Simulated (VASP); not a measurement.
# EuS (Fm-3m) in VASP: single point with PBE+U

Aim: the single point of EuS with PBE+U.

Everything below comes from runs of VASP 6.6.1. Logs are shortened: lines on timing, memory, paths and dates and some standing lists are left out, and cuts for length are marked.

**What was measured.**

“Crystal-field mediated electronic transitions of EuS up to 35 GPa”, 2022, pmc:8786971 reports, for a powder of EuS at 300 K: band gap 1.72 eV (optical).

How close the calculation comes is told below.

## (1) The structure

It takes space group Fm-3m (No. 225, cubic). Conventional cell: a = 5.905 Å, b = 5.905 Å, c = 5.905 Å, α = 90.00°, β = 90.00°, γ = 90.00°. Around S (site symmetry m-3m) lie 6 Eu at 2.95 Å. Around Eu (site symmetry m-3m) lie 6 S at 2.95 Å.

## (2) Single point, PBE+U, collinear spin, twin_end start

Contents of INCAR:

```
SYSTEM = EuS
PREC = Accurate
ENCUT = 520
EDIFF = 1E-6
ISMEAR = 1
SIGMA = 0.017
LREAL = .False.
LASPH = .True.
NELM = 150
ALGO = Normal
ISIF = 2
LWAVE = .False.
LCHARG = .False.
ISPIN = 2
MAGMOM = -0.07 -0.07 7.52 7.52
LORBIT = 11
LMAXMIX = 6
LDAU = .True.
LDAUTYPE = 2
LDAUL = -1 3
LDAUU = 0 4.31
LDAUJ = 0 0
LDAUPRINT = 1
GGA = PE
NBANDS = 35
```

Contents of KPOINTS:

```
Automatic mesh
0
Gamma
  6 6 6
  0 0 0
```

Contents of POSCAR:

```
EuS
1.0
    2.9527041000      2.9527041000      5.9054082100
    5.9054082100      2.9527041000      2.9527041000
    2.9527041000      5.9054082100      2.9527041000
S Eu
2 2
Direct
    0.2500000000      0.2500000000      0.2500000000
    0.7500000000      0.7500000000      0.7500000000
    0.0000000000      0.0000000000      0.0000000000
    0.5000000000      0.5000000000      0.5000000000
```

Potentials or basis: VASP PAW PBE potentials, release 64 (S, Eu).

The run is started by

```console
> cat potpaw_PBE.64/S/POTCAR potpaw_PBE.64/Eu/POTCAR > POTCAR
> mpirun -np 1 vasp_std > vasp.out
```

OUTCAR:

```text
SYSTEM = EuS
   PREC = Accurate
   ENCUT = 520
   EDIFF = 1E-6
   ISMEAR = 1
   LREAL = .False.
   LASPH = .True.
   NELM = 150
   ISIF = 2
   ISPIN = 2
   LORBIT = 11
   GGA = PE

 ion  position               nearest neighbor table
   1  0.250  0.250  0.250-   3 2.95   3 2.95   3 2.95   4 2.95   4 2.95   4 2.95
   2  0.750  0.750  0.750-   4 2.95   4 2.95   4 2.95   3 2.95   3 2.95   3 2.95
   3  0.000  0.000  0.000-   2 2.95   2 2.95   2 2.95   1 2.95   1 2.95   1 2.95
   4  0.500  0.500  0.500-   1 2.95   1 2.95   1 2.95   2 2.95   2 2.95   2 2.95

  LATTYP: Found a trigonal (rhomboedric) cell.
 ALAT       =     7.2326184146
 COS(alpha) =     0.8333333326

  Lattice vectors:

 A1 = (   2.9527041000,   2.9527041000,   5.9054082100)
 A2 = (   5.9054082100,   2.9527041000,   2.9527041000)
 A3 = (   2.9527041000,   5.9054082100,   2.9527041000)

Analysis of symmetry for initial positions (statically):
=====================================================================
 Subroutine PRICEL returns following result:

  LATTYP: Found a face centered cubic cell.
 ALAT       =     5.9054082200
[... 12 lines left out ...]
 Subroutine GETGRP returns: Found 12 space group operations
 (whereof 12 operations were pure point group operations)
 out of a pool of 12 trial point group operations.

The static configuration has the point symmetry D_3d.

Analysis of symmetry for dynamics (positions and initial velocities):
=====================================================================
 Subroutine PRICEL returns following result:

  LATTYP: Found a face centered cubic cell.
 ALAT       =     5.9054082200
[... 12 lines left out ...]
 Subroutine GETGRP returns: Found 12 space group operations
 (whereof 12 operations were pure point group operations)
 out of a pool of 12 trial point group operations.

The dynamic configuration has the point symmetry D_3d.

Analysis of structural, dynamic, and magnetic symmetry:
=====================================================================
 Subroutine PRICEL returns following result:

  LATTYP: Found a face centered cubic cell.
 ALAT       =     5.9054082200
[... 12 lines left out ...]
 Subroutine GETGRP returns: Found 12 space group operations
 (whereof 12 operations were pure point group operations)
 out of a pool of 12 trial point group operations.

The overall configuration has the point symmetry D_3d.

 Subroutine INISYM returns: Found 12 space group operations
 (whereof 12 operations are pure point group operations),
 and found     2 'primitive' translations

----------------------------------------------------------------------------------------

                                     Primitive cell

  volume of cell :      51.4861

  direct lattice vectors                    reciprocal lattice vectors
    -2.952704110  2.952704110  0.000000000    -0.169336304  0.169336304  0.169336304
     0.000000000  2.952704110 -2.952704110     0.169336304  0.169336304 -0.169336304
    -2.952704105  0.000000005 -2.952704105    -0.169336304 -0.169336304 -0.169336304

[... 158 lines left out ...]
  o =  0.0030  v =  0.0000  0.0000  0.0000  0.0000  0.0000  0.0000  0.0000  0.4308  0.0000  0.3337 -0.2541 -0.4893  0.0000  0.6317      0.0000  0.0000  0.0000  0.0000  0.0000  0.0000  0.0000  0.0000  0.0000  0.0000  0.0000  0.0000  0.0000  0.0000
  o =  0.9648  v = -0.4564  0.0037 -0.3536  0.5773 -0.3536 -0.0000  0.4564  0.0000  0.0000  0.0000  0.0000  0.0000  0.0000  0.0000      0.0000  0.0000  0.0000  0.0000  0.0000  0.0000  0.0000  0.0000  0.0000  0.0000  0.0000  0.0000  0.0000  0.0000
  o =  0.9659  v =  0.5934 -0.0000  0.4187  0.6812 -0.0836 -0.0391 -0.0087  0.0000  0.0000  0.0000  0.0000  0.0000  0.0000  0.0000      0.0000  0.0000  0.0000  0.0000  0.0000  0.0000  0.0000  0.0000  0.0000  0.0000  0.0000  0.0000  0.0000  0.0000
  o =  0.9659  v = -0.2516  0.0000 -0.2756  0.4445  0.4943  0.0599 -0.6444  0.0000  0.0000  0.0000  0.0000  0.0000  0.0000  0.0000      0.0000  0.0000  0.0000  0.0000  0.0000  0.0000  0.0000  0.0000  0.0000  0.0000  0.0000  0.0000  0.0000  0.0000
  o =  0.9704  v =  0.0017  1.0000  0.0013 -0.0021  0.0013  0.0000 -0.0017  0.0000  0.0000  0.0000  0.0000  0.0000  0.0000  0.0000      0.0000  0.0000  0.0000  0.0000  0.0000  0.0000  0.0000  0.0000  0.0000  0.0000  0.0000  0.0000  0.0000  0.0000
  o =  0.9716  v =  0.4973 -0.0000 -0.6143 -0.0517 -0.2223  0.5621 -0.0854  0.0000  0.0000  0.0000  0.0000  0.0000  0.0000  0.0000      0.0000  0.0000  0.0000  0.0000  0.0000  0.0000  0.0000  0.0000  0.0000  0.0000  0.0000  0.0000  0.0000  0.0000
  o =  0.9716  v = -0.0632  0.0000  0.1950  0.0494  0.6050  0.5879  0.4939  0.0000  0.0000  0.0000  0.0000  0.0000  0.0000  0.0000      0.0000  0.0000  0.0000  0.0000  0.0000  0.0000  0.0000  0.0000  0.0000  0.0000  0.0000  0.0000  0.0000  0.0000
  o =  0.9723  v =  0.3536  0.0000 -0.4564 -0.0000  0.4564 -0.5774  0.3536  0.0000  0.0000  0.0000  0.0000  0.0000  0.0000  0.0000      0.0000  0.0000  0.0000  0.0000  0.0000  0.0000  0.0000  0.0000  0.0000  0.0000  0.0000  0.0000  0.0000  0.0000

atom =   4  type =  2  l = 3

 onsite density matrix

spin component  1

  0.9679  0.0000 -0.0030  0.0001 -0.0000  0.0001  0.0006
  0.0000  0.9704  0.0000 -0.0000  0.0000 -0.0000 -0.0000
 -0.0030  0.0000  0.9695  0.0005 -0.0000  0.0004  0.0000
  0.0001 -0.0000  0.0005  0.9655  0.0005  0.0000 -0.0001
 -0.0000  0.0000 -0.0000  0.0005  0.9695 -0.0004  0.0030
  0.0001 -0.0000  0.0004  0.0000 -0.0004  0.9718  0.0001
  0.0006 -0.0000  0.0000 -0.0001  0.0030  0.0001  0.9679

spin component  2

  0.0022  0.0000  0.0010  0.0000 -0.0000  0.0000  0.0000
  0.0000  0.0000  0.0000 -0.0000  0.0000 -0.0000 -0.0000
  0.0010  0.0000  0.0017  0.0000 -0.0000  0.0000  0.0000
  0.0000 -0.0000  0.0000  0.0030  0.0000 -0.0000 -0.0000
 -0.0000  0.0000 -0.0000  0.0000  0.0017 -0.0000 -0.0010
  0.0000 -0.0000  0.0000 -0.0000 -0.0000  0.0009  0.0000
  0.0000 -0.0000  0.0000 -0.0000 -0.0010  0.0000  0.0022

 occupancies and eigenvectors

  o =  0.0000  v =  0.0000  0.0000  0.0000  0.0000  0.0000  0.0000  0.0000  0.0000 -1.0000  0.0000 -0.0000  0.0000 -0.0000 -0.0000      0.0000  0.0000  0.0000  0.0000  0.0000  0.0000  0.0000  0.0000  0.0000  0.0000  0.0000  0.0000  0.0000  0.0000
  o =  0.0009  v =  0.0000  0.0000  0.0000  0.0000  0.0000  0.0000  0.0000 -0.3536  0.0000  0.4564  0.0000 -0.4564  0.5774 -0.3536      0.0000  0.0000  0.0000  0.0000  0.0000  0.0000  0.0000  0.0000  0.0000  0.0000  0.0000  0.0000  0.0000  0.0000
  o =  0.0009  v =  0.0000  0.0000  0.0000  0.0000  0.0000  0.0000  0.0000  0.3384  0.0000 -0.4368  0.0000 -0.6300 -0.2444 -0.4880      0.0000  0.0000  0.0000  0.0000  0.0000  0.0000  0.0000  0.0000  0.0000  0.0000  0.0000  0.0000  0.0000  0.0000
  o =  0.0009  v =  0.0000  0.0000  0.0000  0.0000  0.0000  0.0000  0.0000  0.3681  0.0000 -0.4753  0.0000  0.1407  0.7791  0.1089      0.0000  0.0000  0.0000  0.0000  0.0000  0.0000  0.0000  0.0000  0.0000  0.0000  0.0000  0.0000  0.0000  0.0000
  o =  0.0030  v =  0.0000  0.0000  0.0000  0.0000  0.0000  0.0000  0.0000  0.4564  0.0000  0.3536 -0.5774  0.3536  0.0000 -0.4564      0.0000  0.0000  0.0000  0.0000  0.0000  0.0000  0.0000  0.0000  0.0000  0.0000  0.0000  0.0000  0.0000  0.0000
  o =  0.0030  v =  0.0000  0.0000  0.0000  0.0000  0.0000  0.0000  0.0000 -0.2648 -0.0000 -0.2051  0.4774  0.4975 -0.0000 -0.6422      0.0000  0.0000  0.0000  0.0000  0.0000  0.0000  0.0000  0.0000  0.0000  0.0000  0.0000  0.0000  0.0000  0.0000
  o =  0.0030  v =  0.0000  0.0000  0.0000  0.0000  0.0000  0.0000  0.0000 -0.5887  0.0000 -0.4560 -0.6624  0.0503 -0.0000 -0.0650      0.0000  0.0000  0.0000  0.0000  0.0000  0.0000  0.0000  0.0000  0.0000  0.0000  0.0000  0.0000  0.0000  0.0000
  o =  0.9648  v = -0.4564  0.0037 -0.3536  0.5773 -0.3536 -0.0000  0.4564  0.0000  0.0000  0.0000  0.0000  0.0000  0.0000  0.0000      0.0000  0.0000  0.0000  0.0000  0.0000  0.0000  0.0000  0.0000  0.0000  0.0000  0.0000  0.0000  0.0000  0.0000
  o =  0.9659  v =  0.3721  0.0000  0.2110  0.8131  0.1891 -0.0017 -0.3466  0.0000  0.0000  0.0000  0.0000  0.0000  0.0000  0.0000      0.0000  0.0000  0.0000  0.0000  0.0000  0.0000  0.0000  0.0000  0.0000  0.0000  0.0000  0.0000  0.0000  0.0000
  o =  0.9659  v =  0.5263  0.0000  0.4547 -0.0194 -0.4642 -0.0715  0.5434  0.0000  0.0000  0.0000  0.0000  0.0000  0.0000  0.0000      0.0000  0.0000  0.0000  0.0000  0.0000  0.0000  0.0000  0.0000  0.0000  0.0000  0.0000  0.0000  0.0000  0.0000
  o =  0.9704  v =  0.0017  1.0000  0.0013 -0.0021  0.0013 -0.0000 -0.0017  0.0000  0.0000  0.0000  0.0000  0.0000  0.0000  0.0000      0.0000  0.0000  0.0000  0.0000  0.0000  0.0000  0.0000  0.0000  0.0000  0.0000  0.0000  0.0000  0.0000  0.0000
  o =  0.9716  v =  0.3807  0.0000 -0.4061 -0.0160  0.1467  0.7927  0.2001  0.0000  0.0000  0.0000  0.0000  0.0000  0.0000  0.0000      0.0000  0.0000  0.0000  0.0000  0.0000  0.0000  0.0000  0.0000  0.0000  0.0000  0.0000  0.0000  0.0000  0.0000
  o =  0.9716  v = -0.3261 -0.0000  0.5005  0.0697  0.6276  0.1823  0.4596  0.0000  0.0000  0.0000  0.0000  0.0000  0.0000  0.0000      0.0000  0.0000  0.0000  0.0000  0.0000  0.0000  0.0000  0.0000  0.0000  0.0000  0.0000  0.0000  0.0000  0.0000
  o =  0.9723  v =  0.3536  0.0000 -0.4564 -0.0000  0.4564 -0.5774  0.3536  0.0000  0.0000  0.0000  0.0000  0.0000  0.0000  0.0000      0.0000  0.0000  0.0000  0.0000  0.0000  0.0000  0.0000  0.0000  0.0000  0.0000  0.0000  0.0000  0.0000  0.0000

 number of electron      46.0000000 magnetization      13.9998678

 Free energy of the ion-electron system (eV)
  ---------------------------------------------------
  ext. energy  EPLUGINS =         0.00000000
  ---------------------------------------------------
  free energy    TOTEN  =       -38.59301467 eV

  energy without entropy =      -38.59302182  energy(sigma->0) =      -38.59301705

 E-fermi :   3.8298     XC(G=0):  -9.6979

 val. band max:        3.7541427398   @ k =   0.1667   0.1667   0.1667
 cond. band min:       3.8430086057   @ k =   0.0000   0.0000   0.0000
 fundamental gap:      0.0888658659
 Fermi energy:         3.8297676672

 spin component 1

 k-point     1 :       0.0000    0.0000    0.0000
  band No.  band energies     occupation
      1     -36.3655      1.00000
      2     -36.3496      1.00000
      3     -15.6105      1.00000
      4     -15.2364      1.00000
      5     -15.2364      1.00000
      6     -15.2082      1.00000
[... 1817 lines left out ...]
     34      12.1751      0.00000
     35      12.2480      0.00000

 [... further k-points ...]

------------------------ aborting loop because EDIFF is reached ----------------------------------------

  FORCE on cell =-STRESS in cart. coord.  units (eV):
  Direction    XX          YY          ZZ          XY          YZ          ZX
  --------------------------------------------------------------------------------------
  -------------------------------------------------------------------------------------
  Total        0.9744458      0.9744458      0.9744458     -0.0035127     -0.0035127     -0.0035127
  in kB       15.1617213     15.1617213     15.1617213     -0.0546546     -0.0546546     -0.0546546
  external PRESSURE =      15.1617213 kB  Pullay stress =       0.0000000 kB

 VOLUME and BASIS-vectors are now :
 -----------------------------------------------------------------------------
  energy-cutoff  :      520.00
  volume of cell :      102.97
      direct lattice vectors                 reciprocal lattice vectors
     2.952704100  2.952704100  5.905408210    -0.084668152 -0.084668152  0.254004456
     5.905408210  2.952704100  2.952704100     0.254004456 -0.084668152 -0.084668152
     2.952704100  5.905408210  2.952704100    -0.084668152  0.254004456 -0.084668152

 POSITION                                       TOTAL-FORCE (eV/Angst)
 -----------------------------------------------------------------------------------
      2.95270      2.95270      2.95270         0.000000     -0.000000      0.000000
      8.85811      8.85811      8.85811        -0.000000     -0.000000     -0.000000
      0.00000      0.00000      0.00000         0.000000      0.000000      0.000000
      5.90541      5.90541      5.90541         0.000000      0.000000      0.000000
 -----------------------------------------------------------------------------------
    total drift:                               -0.000000      0.000000      0.000000

  FREE ENERGIE OF THE ION-ELECTRON SYSTEM (eV)
  ---------------------------------------------------
  free  energy   TOTEN  =       -38.5930146658 eV

  energy  without entropy=      -38.5930218180  energy(sigma->0) =      -38.59301705

 total charge

# of ion       s       p       d       f       tot
--------------------------------------------------
    1        1.317   2.455   0.000   0.000   3.772
    2        1.317   2.455   0.000   0.000   3.772
    3        2.030   5.784   0.270   6.786  14.870
    4        2.030   5.784   0.270   6.786  14.870
--------------------------------------------------
tot          6.694  16.479   0.540  13.572  37.284

 magnetization (x)

# of ion       s       p       d       f       tot
--------------------------------------------------
    1       -0.007  -0.062   0.000   0.000  -0.068
    2       -0.007  -0.062   0.000   0.000  -0.068
    3       -0.015  -0.117   0.058   6.764   6.690
    4       -0.015  -0.117   0.058   6.764   6.690
--------------------------------------------------
tot         -0.044  -0.357   0.116  13.528  13.243
```

Run time: 15 min. Hardware: 1 thread of Intel Xeon Platinum 8488C (Sapphire Rapids), shared host; peak memory 0.61 GiB.

What came out:

- Free energy: -38.5930 eV
- Pressure: 1.5 GPa
- Band gap on the k mesh: none (metal or under the smearing width)
- Net moment: 14.00 μB per cell
- Site moments: S -0.07; Eu +6.69 μB
- Valence electrons inside the program's atomic spheres: S 3.77; Eu 14.87

Levels at points of the mesh, in eV from the Fermi level:
Spin up:
```tsv
k point	band 27	band 28	band 29	band 30	band 31	band 32	band 33	band 34
(0.00, 0.00, 0.00)	-0.47	0.01	0.01	0.02	1.69	1.84	1.84	1.84
(0.50, 0.00, 0.00)	-0.47	-0.47	-0.40	-0.40	1.59	1.59	4.52	4.52
(0.50, 0.50, 0.00)	-0.48	-0.47	-0.22	-0.21	-0.14	3.70	3.95	4.11
(0.50, 0.50, 0.50)	-0.37	-0.37	-0.37	-0.37	2.20	2.20	2.89	2.89
```
Spin down:
```tsv
k point	band 14	band 15	band 16	band 17	band 18	band 19
(0.00, 0.00, 0.00)	-1.96	-1.96	-1.96	2.20	2.52	2.52
(0.50, 0.00, 0.00)	-3.01	-2.77	-2.77	1.98	1.98	5.02
(0.50, 0.50, 0.00)	-3.10	-2.31	-2.31	0.43	3.83	4.76
(0.50, 0.50, 0.50)	-2.66	-2.66	-2.66	2.63	2.63	3.54
```

Eigenvalues of the final occupation matrices:
```csv
site,spin,trace,eigenvalues
site 3 f,1,6.78,0.96 0.97 0.97 0.97 0.97 0.97 0.97
site 3 f,2,0.01,0.00 0.00 0.00 0.00 0.00 0.00 0.00
site 4 f,1,6.78,0.96 0.97 0.97 0.97 0.97 0.97 0.97
site 4 f,2,0.01,0.00 0.00 0.00 0.00 0.00 0.00 0.00
```

Caveat: spin-orbit coupling is left out, which moves the levels of the heavy elements.

## (3) How close it comes

Step 2. Measured gap of EuS: 1.72 eV (optical; 300 K; powder; “Crystal-field mediated electronic transitions of EuS up to 35 GPa”, 2022, pmc:8786971). This calculation gives 0.00 eV (-1.72 eV). So large a miss can be the level of theory's own, or it may mean another phase, state or a wrong row. Spin-orbit coupling on Eu is left out. The value is that of PBE+U on a finite k mesh, which can miss the band edges, without temperature or zero-point motion. The run's magnetic order (collinear spin, twin_end start) needn't be the measured crystal's.
